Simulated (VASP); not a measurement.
Set up this calculation in VASP 6.6.1, as the native input.

| Item | Value |
| --- | --- |
| Task | relaxation of cell and atoms |
| Functional | PBE |
| Potentials or basis | VASP PAW PBE potentials, release 64 (Si, N) |
| Cutoff | 600 eV |
| k mesh | 6 × 6 × 9 |
| Occupations | gaussian, width 0.03 eV |
| Spin | no spin polarisation |
| Further INCAR settings | ALGO = Normal; EDIFF = 1e-07; IBRION = 2; EDIFFG = -0.005; NSW = 90; ISIF = 3 |

The structure of Si3N4 lies in POSCAR:

```
Si3N4                                   
1.0
    7.6593708534      0.0000000100     -0.0000000000
   -3.8296854353      6.6332097310     -0.0000000000
   -0.0000000000      0.0000000000      2.9250349177
  Si              N             
     6     8
Direct
     0.7688014445784463    0.1748680112545921    0.2500000000000000
     0.5939334333238541    0.7688014445784463    0.7500000000000000
     0.8251319887454076    0.5939334333238541    0.2500000000000000
     0.2311985554215538    0.8251319887454076    0.7500000000000000
     0.4060665666761459    0.2311985554215538    0.2500000000000000
     0.1748680112545921    0.4060665666761459    0.7500000000000000
     0.0307289350189709    0.3298782463767556    0.2500000000000000
     0.7008506886422153    0.0307289350189709    0.7500000000000000
     0.6701217536232446    0.7008506886422153    0.2500000000000000
     0.9692710649810291    0.6701217536232444    0.7500000000000000
     0.2991493113577846    0.9692710649810291    0.2500000000000000
     0.3298782463767556    0.2991493113577846    0.7500000000000000
     0.6666666667000030    0.3333333332999970    0.2500000000000000
     0.3333333332999970    0.6666666667000030    0.7500000000000000
```

These files were run (other wordings do the same):

INCAR

```
SYSTEM = Si3N4
PREC = Accurate
ENCUT = 600
EDIFF = 1E-7
ISMEAR = 0
SIGMA = 0.03
LREAL = .FALSE.
LASPH = .TRUE.
NELM = 80
ALGO = Normal
ISIF = 3
LWAVE = .FALSE.
LCHARG = .FALSE.
GGA = PE
IBRION = 2
NSW = 90
EDIFFG = -0.005
KPAR = 4
```

KPOINTS

```
Automatic mesh
0
G
  6 6 9
  0 0 0
```

Potentials or basis: VASP PAW PBE potentials, release 64 (Si, N).

Run with:

```bash
$ cat potpaw_PBE.64/Si/POTCAR potpaw_PBE.64/N/POTCAR > POTCAR
$ mpirun -np 4 vasp_std > vasp.out
```

It gave:

```
Energy gained by relaxing : 0.0 meV/atom
Ionic steps               : 4
Pressure after relaxing   : 0.0 GPa
Band gap on the k mesh    : 4.28 eV, indirect (least direct gap 4.45 eV)
```

Caveat: an odd mesh through Γ misses points on the zone boundary, where band edges often lie.

Run time: 110 s on 4 MPI ranks on AMD EPYC 9R45 (Zen 5) (shared host), peak memory 0.41 GiB a rank.
